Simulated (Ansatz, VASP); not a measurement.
# Bi2Te3 in VASP and in Ansatz

INCAR

```
SYSTEM = Bi2Te3
PREC = Accurate ; ENCUT = 520
EDIFF = 1E-6 ; ISMEAR = 0
SIGMA = 0.1 ; LREAL = .FALSE.
LASPH = .TRUE. ; NELM = 80
ALGO = Normal ; ISIF = 2
LWAVE = .FALSE. ; LCHARG = .FALSE.
GGA = PS ; NBANDS = 32
```

The input KPOINTS:

```
Automatic mesh
0
G
  2 2 2
  0 0 0
```

The input POSCAR:

```
Bi2Te3
1.0
    2.3086414384      1.1493621464      9.7369475067
   -2.1494152868      1.1856302726      9.6969445837
    0.1110221945     -2.6715413054      9.7600887601
Bi Te
2 3
Direct
    0.8289286942      0.7994239825      0.8086857029
    0.4053186939      0.3978121011      0.4082644180
    0.5964299767      0.6277468824      0.6142450494
    0.1903375333      0.2057833788      0.2060576523
   -0.0273130580      0.0165551745      0.0093913521
```

Input for Ansatz:

```yaml
crystal:
  lattice:
    - [2.3086414384, 1.1493621464, 9.7369475067]
    - [-2.1494152868, 1.1856302726, 9.6969445837]
    - [0.1110221945, -2.6715413054, 9.7600887601]
  atoms:
    - { symbol: Bi, position: [0.8289286942, 0.7994239825, 0.8086857029] }
    - { symbol: Bi, position: [0.4053186939, 0.3978121011, 0.408264418] }
    - { symbol: Te, position: [0.5964299767, 0.6277468824, 0.6142450494] }
    - { symbol: Te, position: [0.1903375333, 0.2057833788, 0.2060576523] }
    - { symbol: Te, position: [-0.027313058, 0.0165551745, 0.0093913521] }
basis:
  ecutwfc: 420
kpoints:
  mp_grid: { grid: [2, 2, 2] }
hamiltonian:
  xc: pbesol
scf:
  occupations: { method: gaussian, width: 0.1 }
output:
  forces: true
  stress: true
  eigenvalues: true
```

Change from the starting cell: kmesh displaced: [2, 2, 2] Gamma-centred.

Alike in both runs: task single point; functional PBEsol; k mesh 2 × 2 × 2; occupations gaussian, width 0.1 eV; no spin polarisation.

```csv
,VASP,Ansatz
version,VASP 6.6.1,Ansatz 0.2.0
potentials or method,"VASP PAW PBE potentials, release 64 (Bi_d, Te)","scalar-relativistic, plane waves, PAW"
plane-wave cutoff (eV),520,420
valence electrons in the cell,48,78
```

Ansatz gave:

| Quantity | Value |
| --- | --- |
| gap on the k mesh at the Fermi level (eV) | 0.01 |
| least direct gap on the mesh (eV) | 0.10 |
| pressure (GPa) | 1.4 |
| largest component of the traceless stress (GPa) | 4.42 |
| rms of the force components (eV/Å) | 0.375 |

Q: Estimate VASP's values.

A: gap on the k mesh at the Fermi level (eV): 0.01; least direct gap on the mesh (eV): 0.10; pressure (GPa): 1.4; largest component of the traceless stress (GPa): 4.43; rms of the force components (eV/Å): 0.374.

Atom by atom the forces differ by 0.004 eV/Å (rms over components). The functional is the same, so the differences come from potentials, cutoffs and numerics. The two sets of potentials don't hold the same shells in valence.

Caveats: the k mesh is coarse (spacing up to 0.83 Å⁻¹), so the values aren't converged; the PAW data sets were made with another functional, which shifts forces and pressure a little (VASP); spin-orbit coupling is left out, which as a rule narrows the gap of such compounds by several tenths of an eV.
